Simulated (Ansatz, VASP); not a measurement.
**SrCl2: VASP beside Ansatz**

```xyz
3
Lattice="0.0000 3.4997 3.4997 3.4997 0.0000 3.4997 3.4997 3.4997 0.0000" Properties=species:S:1:pos:R:3 pbc="T T T"
Sr    0.0000    0.0000    0.0000
Cl    5.2496    5.2496    5.2496
Cl    1.7499    1.7499    1.7499
```

The cell is a database's computed one.

Alike in both runs: task single point; functional PBE; k mesh 4 × 4 × 4; occupations gaussian, width 0.1 eV; no spin polarisation.

```csv
,VASP,Ansatz
version,VASP 6.6.1,Ansatz 0.2.0
potentials or method,"VASP PAW PBE potentials, release 64 (Sr_sv, Cl)","scalar-relativistic, plane waves, PAW"
plane-wave cutoff (eV),520,420
valence electrons in the cell,24,24
```

VASP gave:

- gap on the k mesh at the Fermi level (eV): 5.30
- least direct gap on the mesh (eV): 5.51
- pressure (GPa): 0.7

**Question.** Estimate Ansatz's values.

**Answer.** gap on the k mesh at the Fermi level (eV): 5.31; least direct gap on the mesh (eV): 5.51; pressure (GPa): 0.6.

A k mesh can miss the band edges. As with any semilocal functional, this PBE gap is likely too small.
